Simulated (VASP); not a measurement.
# Hf (P-1) in VASP: further runs

One crystal, Hf, is run at these levels: PBEsol; tasks: single point.

All numbers are computed with VASP 6.6.1; they aren't measurements. Logs are shortened: lines on timing, memory, paths and dates and some standing lists are left out, and cuts for length are marked.

### 1 The cell of the first run

The typed cell holds 2 atoms: a = 3.154 Å, b = 3.168 Å, c = 5.047 Å, α = 85.69°, β = 90.55°, γ = 117.41°.

This isn't the form of Hf at room conditions, which is hcp.

### 2 Single point, PBEsol (strained and moved within a subgroup)

Input file INCAR:

```
SYSTEM = Hf
  PREC = Accurate
  ENCUT = 520
  EDIFF = 1E-7
  ISMEAR = 0
  SIGMA = 0.1
  LREAL = .FALSE.
  LASPH = .TRUE.
  NELM = 100
  ALGO = Fast
  ISIF = 2
  LWAVE = .FALSE.
  LCHARG = .FALSE.
  GGA = PS
  NBANDS = 17
```

Input file KPOINTS:

```
regular mesh
0
G
  14 14 8
  0 0 0
```

Input file POSCAR:

```
Hf
1.0
    3.1527758865      0.0678659097     -0.0167187333
   -1.5176143414      2.7778980344      0.1190962518
   -0.0264522940      0.2023120000      5.0433346920
Hf
2
Direct
    0.2973610605      0.6318266234      0.2305476481
    0.7026389395      0.3681733766      0.7694523519
```

Potentials or basis: VASP PAW PBE potentials, release 64 (Hf_pv).

Launch:

```sh
> cat potpaw_PBE.64/Hf_pv/POTCAR > POTCAR
> mpirun -np 1 vasp_std > vasp.out
```

OUTCAR:

```text
SYSTEM = Hf
   PREC = Accurate
   ENCUT = 520
   EDIFF = 1E-7
   ISMEAR = 0
   LREAL = .FALSE.
   LASPH = .TRUE.
   NELM = 100
   ISIF = 2
   GGA = PS

 ion  position               nearest neighbor table
   1  0.297  0.632  0.231-   2 2.90   2 3.00   2 3.01   2 3.15   2 3.21   2 3.55
   2  0.703  0.368  0.769-   1 2.90   1 3.00   1 3.01   1 3.15   1 3.21   1 3.55

  LATTYP: Found a triclinic cell.
 ALAT       =     3.1676576040
 B/A-ratio  =     0.9955465353
 C/A-ratio  =     1.5934361766
 COS(alpha) =     0.0096740694
 COS(beta)  =     0.0752277754
 COS(gamma) =     0.4603058255

  Lattice vectors:

 A1 = (  -1.5176143414,   2.7778980344,   0.1190962518)
 A2 = (  -3.1527758865,  -0.0678659097,   0.0167187333)
 A3 = (  -0.0264522940,   0.2023120000,   5.0433346920)

Analysis of symmetry for initial positions (statically):
=====================================================================
 Subroutine PRICEL returns:
 Original cell was already a primitive cell.

 Routine SETGRP: Setting up the symmetry group for a
 triclinic supercell.

 Subroutine GETGRP returns: Found  2 space group operations
 (whereof  2 operations were pure point group operations)
 out of a pool of  2 trial point group operations.

The static configuration has the point symmetry S_2 .

Analysis of symmetry for dynamics (positions and initial velocities):
=====================================================================
 Subroutine PRICEL returns:
 Original cell was already a primitive cell.

 Routine SETGRP: Setting up the symmetry group for a
 triclinic supercell.

 Subroutine GETGRP returns: Found  2 space group operations
 (whereof  2 operations were pure point group operations)
 out of a pool of  2 trial point group operations.

The dynamic configuration has the point symmetry S_2 .

 Subroutine INISYM returns: Found  2 space group operations
 (whereof  2 operations are pure point group operations),
 and found     1 'primitive' translations

----------------------------------------------------------------------------------------

                                     Primitive cell

  volume of cell :      44.6171

  direct lattice vectors                    reciprocal lattice vectors
     3.152775887  0.067865910 -0.016718733     0.313461937  0.171474164 -0.005234531
    -1.517614341  2.777898034  0.119096252    -0.007747088  0.356366678 -0.014336186
    -0.026452294  0.202312000  5.043334692     0.001222075 -0.007847011  0.198602697

  length of vectors
     3.153550553  3.167657604  5.047460221     0.357336221  0.356739054  0.198761415

  position of ions in fractional coordinates (direct lattice)
     0.297361061  0.631826623  0.230547648
     0.702638939  0.368173377  0.769452352

  ion indices of the primitive-cell ions
   primitive index   ion index
                 1           1
                 2           2

----------------------------------------------------------------------------------------

 KPOINTS: regular mesh

Automatic generation of k-mesh.
 Grid dimensions read from file:
 generate k-points for:   14   14    8

 Generating k-lattice:

  Cartesian coordinates                     Fractional coordinates (reciprocal lattice)
     0.022390138  0.012248155 -0.000373895     0.071428571 -0.000000000 -0.000000000
    -0.000553363  0.025454763 -0.001024013     0.000000000  0.071428571  0.000000000
     0.000152759 -0.000980876  0.024825337     0.000000000  0.000000000  0.125000000

  Length of vectors
     0.025524016  0.025481361  0.024845177

  Shift w.r.t. Gamma in fractional coordinates (k-lattice)
     0.000000000  0.000000000  0.000000000

 Subroutine IBZKPT returns following result:
 ===========================================

 Found    788 irreducible k-points:

 Following reciprocal coordinates:
            Coordinates               Weight
  0.000000  0.000000  0.000000      1.000000
  0.071429  0.000000 -0.000000      2.000000
  0.142857 -0.000000 -0.000000      2.000000
  0.214286 -0.000000  0.000000      2.000000
  0.285714 -0.000000  0.000000      2.000000
  0.357143 -0.000000 -0.000000      2.000000
[... 16 lines left out ...]
  0.000000  0.142857 -0.000000      2.000000
  0.071429  0.142857  0.000000      2.000000
 [... further k-points ...]
   k-points           NKPTS =    788   k-points in BZ     NKDIM =    788   number of bands    NBANDS=     17
   number of dos      NEDOS =    301   number of ions     NIONS =      2
   total plane-waves  NPLWV =  23040
   dimension x,y,z NGX =    24 NGY =   24 NGZ =   40
   dimension x,y,z NGXF=    48 NGYF=   48 NGZF=   80
   ions per type =               2
   NGX,Y,Z   is equivalent  to a cutoff of  12.65, 12.60, 13.17 a.u.
   NGXF,Y,Z  is equivalent  to a cutoff of  25.30, 25.19, 26.35 a.u.
 SYSTEM =  Hf
   PREC   = accura    normal or accurate (medium, high low for compatibility)
   ISTART =      0    job   : 0-new  1-cont  2-samecut
   ICHARG =      2    charge: 1-file 2-atom 10-const
   ISPIN  =      1    spin polarized calculation?
   LNONCOLLINEAR =      F non collinear calculations
   LSORBIT =      F    spin-orbit coupling
   LASPH  =      T    aspherical Exc in radial PAW
   ENCUT  =  520.0 eV  38.22 Ry    6.18 a.u.   5.86  5.89  9.38*2*pi/ulx,y,z
   NELM   =    100;   NELMIN=  2; NELMDL= -5     # of ELM steps
   EDIFF  = 0.1E-06   stopping-criterion for ELM
   LREAL  =      F    real-space projection
   EDIFFG = 0.1E-05   stopping-criterion for IOM
   NSW    =      0    number of steps for IOM
   IBRION =     -1    ionic relax: 0-MD 1-quasi-New 2-CG
   NFREE  =      0    steps in history (QN), initial steepest desc. (CG)
   ISIF   =      2    stress and relaxation
   ISYM   =      2    0-nonsym 1-usesym 2-fastsym
   POTIM  = 0.5000    time-step for ionic-motion
   TEBEG  =    0.0;   TEEND  =   0.0 temperature during run
   PSTRESS=    0.0 pullay stress
   NELECT =      20.0000    total number of electrons
   NUPDOWN=      -1.0000    fix difference up-down
   EMIN   =  10.00;   EMAX   =-10.00  energy-range for DOS
   EFERMI =   0.00;   METHOD = LEGACY
   ISMEAR =     0;   SIGMA  =   0.10  broadening in eV -4-tet -1-fermi 0-gaus
   EFERMI_NEDOS =   21; number of points for ismear=-14 and -15
   IALGO  =     68    algorithm
   IMIX   =      4    mixing-type and parameters
     AMIX     =   0.40;   BMIX     =  1.00
     AMIX_MAG =   1.60;   BMIX_MAG =  1.00
  volume/ion in A,a.u.               =      22.31       150.55
  Fermi-wavevector in a.u.,A,eV,Ry     =   1.252903  2.367644 21.357976  1.569767
  Thomas-Fermi vector in A             =   2.386782
   LORBIT       =      0    0 simple, 1 ext, 2 COOP (PROOUT), +10 PAW based schemes
   GGA     = PS    functional components
   LHFCALC =     F    Hartree Fock is set to
   AEXX    =    0.0000 exact exchange contribution
   IVDW    =     0    specifies the selected vdW correction
   LEPSILON=     F    determine dielectric tensor
   LRPA    =     F    only Hartree local field effects (RPA)
 non-spin polarized calculation
 RMM-DIIS sequential band-by-band and
 Gauss-broadening in eV      SIGMA  =   0.10
  energy-cutoff  :      520.00
  volume of cell :       44.62
 maximum number of plane-waves:      1218
   NGX = 11   NGY = 11   NGZ = 19

 number of electron      20.0000000 magnetization

 Free energy of the ion-electron system (eV)
  ---------------------------------------------------
  ext. energy  EPLUGINS =         0.00000000
  ---------------------------------------------------
  free energy    TOTEN  =       -20.83841425 eV

  energy without entropy =      -20.82863089  energy(sigma->0) =      -20.83352257

 E-fermi :   4.7191     XC(G=0): -11.3857

 val. band max:        4.7183161501   @ k =   0.1429   0.0714  -0.0000
 cond. band min:       4.7191490245   @ k =   0.3571   0.3571   0.3750
 fundamental gap:      0.0008328744
 Fermi energy:         4.7191458139

 k-point     1 :       0.0000    0.0000    0.0000
  band No.  band energies     occupation
      1     -26.3063      2.00000
      2     -25.5535      2.00000
      3     -25.4695      2.00000
      4     -25.3887      2.00000
      5     -25.3310      2.00000
      6     -25.3110      2.00000
[... 9 lines left out ...]
     16       8.2305      0.00000
     17       9.4309      0.00000

 k-point     2 :       0.0714    0.0000   -0.0000
  band No.  band energies     occupation
      1     -26.2922      2.00000
      2     -25.5820      2.00000
      3     -25.4829      2.00000
      4     -25.3937      2.00000
      5     -25.3539      2.00000
      6     -25.3182      2.00000
[... 9 lines left out ...]
     16       8.0839      0.00000
     17       9.6528      0.00000

 k-point     3 :       0.1429   -0.0000   -0.0000
  band No.  band energies     occupation
      1     -26.2513      2.00000
      2     -25.6609      2.00000
      3     -25.5141      2.00000
      4     -25.4528      2.00000
      5     -25.3823      2.00000
      6     -25.3353      2.00000
[... 9 lines left out ...]
     16       7.9166      0.00000
     17      10.0757      0.00000

 k-point     4 :       0.2143   -0.0000    0.0000
  band No.  band energies     occupation
      1     -26.1890      2.00000
      2     -25.7713      2.00000
      3     -25.5678      2.00000
      4     -25.5519      2.00000
      5     -25.4013      2.00000
      6     -25.3629      2.00000
[... 9 lines left out ...]
     16       8.1723      0.00000
     17      10.4621      0.00000
[... 343 lines left out ...]
      1     -26.2922      2.00000
      2     -25.5676      2.00000
      3     -25.5016      2.00000
      4     -25.4027      2.00000
      5     -25.3486      2.00000
      6     -25.3197      2.00000
[... 9 lines left out ...]
     16       8.0069      0.00000
     17       9.6793      0.00000

 k-point    23 :       0.0000    0.1429   -0.0000
  band No.  band energies     occupation
      1     -26.2652      2.00000
      2     -25.6376      2.00000
      3     -25.5374      2.00000
      4     -25.4867      2.00000
      5     -25.3425      2.00000
      6     -25.3182      2.00000
[... 9 lines left out ...]
     16       7.9900      0.00000
     17      10.7280      0.00000

 k-point    24 :       0.0714    0.1429    0.0000
  band No.  band energies     occupation
      1     -26.2338      2.00000
      2     -25.6975      2.00000
      3     -25.5895      2.00000
      4     -25.4991      2.00000
      5     -25.3724      2.00000
      6     -25.3330      2.00000
[... 9 lines left out ...]
     16       8.3070      0.00000
     17      10.6304      0.00000

 [... further k-points ...]

------------------------ aborting loop because EDIFF is reached ----------------------------------------

  FORCE on cell =-STRESS in cart. coord.  units (eV):
  Direction    XX          YY          ZZ          XY          YZ          ZX
  --------------------------------------------------------------------------------------
  -------------------------------------------------------------------------------------
  Total       -0.2857603     -1.6118419      0.0278922     -0.1710466     -0.4646120      0.2728439
  in kB      -10.2614960    -57.8803690      1.0015943     -6.1421910    -16.6839669      9.7976764
  external PRESSURE =     -22.3800902 kB  Pullay stress =       0.0000000 kB

 VOLUME and BASIS-vectors are now :
 -----------------------------------------------------------------------------
  energy-cutoff  :      520.00
  volume of cell :       44.62
      direct lattice vectors                 reciprocal lattice vectors
     3.152775887  0.067865910 -0.016718733     0.313461937  0.171474164 -0.005234531
    -1.517614341  2.777898034  0.119096252    -0.007747088  0.356366678 -0.014336186
    -0.026452294  0.202312000  5.043334692     0.001222075 -0.007847011  0.198602697

 POSITION                                       TOTAL-FORCE (eV/Angst)
 -----------------------------------------------------------------------------------
     -0.02745      1.82197      1.23301         0.110712      0.222273      0.794762
      1.63616      1.22610      3.91271        -0.110712     -0.222273     -0.794762
 -----------------------------------------------------------------------------------
    total drift:                               -0.000000     -0.000000     -0.000000

  FREE ENERGIE OF THE ION-ELECTRON SYSTEM (eV)
  ---------------------------------------------------
  free  energy   TOTEN  =       -20.8384142470 eV

  energy  without entropy=      -20.8286308899  energy(sigma->0) =      -20.83352257
```

Run time: 6.4 min. Hardware: 1 thread of Intel Xeon Platinum 8259CL at 2.50GHz (Skylake/Cascade Lake), shared host; peak memory 0.56 GiB.

Results:

* Free energy: -20.8384 eV
* Pressure: -2.2 GPa
* Largest force: 0.833 eV/Å
* Band gap on the k mesh: none (metal or under the smearing width)

Forces in eV/Å, atoms in the order of the input:
```
Hf   0.111  0.222  0.795
Hf  -0.111 -0.222 -0.795
```

Stress tensor (GPa, compression positive):
```
-1.03 -0.61  0.98
-0.61 -5.79 -1.67
 0.98 -1.67  0.10
```

Caveat: the PAW data sets were made with another functional, which shifts forces and pressure a little.

### 3 Single point, PBEsol (all atoms moved at random, cell strained at random)

Input file INCAR:

```
PREC = Accurate
ENCUT = 520
EDIFF = 1E-6
ISMEAR = 0
SIGMA = 0.1
LREAL = False
LASPH = True
NELM = 100
ALGO = Fast
ISIF = 2
LWAVE = False
LCHARG = False
GGA = PS
NBANDS = 17
```

Input file KPOINTS:

```
regular mesh
0
Gamma
  14 14 8
```

Input file POSCAR:

```
Hf
1.0
    3.2329171185      0.0120835204      0.0125630252
   -1.6059939236      2.8073949138      0.0075605981
    0.0198771540      0.0252890000      5.1451987840
Hf
2
Direct
    0.3183425710      0.6154569908      0.2430127724
    0.6816574290      0.3845430092      0.7569872276
```

Potentials or basis: VASP PAW PBE potentials, release 64 (Hf_pv).

Launch:

```sh
> cat potpaw_PBE.64/Hf_pv/POTCAR > POTCAR
> mpirun -np 1 vasp_std > vasp.out
```

Wall time 6.2 min (1 thread of Intel Xeon Platinum 8259CL at 2.50GHz (Skylake/Cascade Lake), shared host); peak memory 0.58 GiB.

The run converged. Its results:

* Free energy: -20.8205 eV
* Pressure: -8.1 GPa
* Largest force: 0.504 eV/Å
* Band gap on the k mesh: none (metal or under the smearing width)

Forces in eV/Å, atoms in the order of the input:
```
Hf  -0.178  0.450  0.140
Hf   0.178 -0.450 -0.140
```

Stress tensor (GPa, compression positive):
```
 -6.43  -1.18  -0.70
 -1.18 -10.49   0.29
 -0.70   0.29  -7.32
```

Levels at points of the mesh, in eV from the Fermi level:
```csv
k point,band 7,band 8,band 9,band 10,band 11,band 12,band 13,band 14
"(0.00, 0.00, 0.00)",-7.17,-3.53,0.51,0.97,1.10,1.40,1.89,2.14
"(0.50, 0.00, 0.00)",-3.10,-2.50,-1.87,-0.78,0.50,1.14,1.32,5.40
"(0.00, 0.50, 0.00)",-3.60,-2.56,-2.39,-0.61,0.70,1.89,2.04,5.84
"(0.50, 0.50, 0.00)",-2.90,-2.56,-1.65,-0.82,0.19,1.03,1.29,5.56
"(0.00, 0.00, 0.50)",-5.34,-5.20,-0.09,0.44,1.01,1.04,1.32,1.39
"(0.50, 0.00, 0.50)",-3.29,-3.27,-1.09,-0.85,0.97,1.12,2.81,3.13
"(0.00, 0.50, 0.50)",-3.01,-2.96,-1.16,-1.05,1.10,1.21,2.43,2.80
"(0.50, 0.50, 0.50)",-3.33,-3.30,-1.00,-0.75,1.12,1.12,2.57,2.98
```

Caveat: the PAW data sets were made with another functional, which shifts forces and pressure a little. Spin-orbit coupling is left out, which matters for the levels of Hf.
